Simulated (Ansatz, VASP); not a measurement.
# KBr in VASP and in Ansatz

```
CELL_PARAMETERS angstrom
0.00000 3.30000 3.30000
3.30000 0.00000 3.30000
3.30000 3.30000 0.00000
ATOMIC_POSITIONS crystal
Br 0.50000 0.50000 0.50000
K 0.00000 0.00000 0.00000
```

Alike in both runs: task single point; functional PBE; k mesh 7 × 7 × 7; occupations gaussian, width 0.018 eV; no spin polarisation.

|  | VASP | Ansatz |
| --- | --- | --- |
| version | VASP 6.6.1 | Ansatz 0.2.0 |
| potentials or method | VASP PAW PBE potentials, release 64 (Br, K_sv), cutoff 520 eV | all-electron LAPW, scalar-relativistic |

Ansatz gave:

| Item | Value |
| --- | --- |
| gap on the k mesh at the Fermi level (eV) | 4.44 |
| least direct gap on the mesh (eV) | 4.44 |
| pressure (GPa) | 0.7 |

Problem. Estimate VASP's values.

Solution. gap on the k mesh at the Fermi level (eV): 4.43; least direct gap on the mesh (eV): 4.43; pressure (GPa): 0.8.

Ansatz ran all-electron here, so the differences hold the error of VASP's frozen core and of both bases.

Caveats: an odd mesh through Γ misses points on the zone boundary, where band edges often lie. Expect the measured gap to be larger: semilocal functionals such as PBE lack the derivative discontinuity.
